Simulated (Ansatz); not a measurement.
Crystal: TiTe.

```
Ti Te
1.0
     0.00000    3.31060    3.31060
     3.31060    0.00000    3.31060
     3.31060    3.31060    0.00000
Ti Te
1 1
Direct
  0.00000 0.00000 0.00000
  0.25000 0.25000 0.25000
```

The cell comes from a database or a generator and needn't be the stable form of this composition.

```yaml
Program: Ansatz 0.2.0
Task: relaxation of cell and atoms
Functional: B3LYP
Potentials_or_basis: Ansatz PAW
Cutoff: "420 eV (not typed: the program's choice for these potentials)"
k_mesh: 4 × 4 × 4
Occupations: fermi-dirac, width 0.05 eV
Spin: no spin polarisation
```

At the start: volume 36.28 Å³/atom.

Task: How do energy, volume and symmetry change on relaxing?

Result: It ends after 4 steps and the volume is 31.18 Å³/atom (-14.1 %); space group F-43m (No. 216, to 0.05 Å).

Step by step:
| step | energy change (eV) | largest force (eV/Å) | volume (Å³) |
| --- | --- | --- | --- |
| 1 | 0.0000 | 0.0000 | 72.57 |
| 2 | -0.2143 | 0.0000 | 62.46 |
| 3 | -0.2143 | 0.0000 | 62.36 |
| 4 | -0.2128 | 0.0000 | 62.36 |

Final structure:
```
CELL_PARAMETERS angstrom
0.00000 3.14747 3.14747
3.14747 0.00000 3.14747
3.14747 3.14747 0.00000
ATOMIC_POSITIONS crystal
Ti 0.00000 0.00000 0.00000
Te 0.25000 0.25000 0.25000
```

Caveat: the k mesh is coarse (spacing up to 0.41 Å⁻¹), so the values aren't converged, least of all with exact exchange; the plane-wave basis is chosen anew once the cell has moved, so the energies of steps on either side of that aren't comparable; the PAW data sets come from PBE, with cores solved anew for the run's functional, which leaves a small shift of forces and pressure.
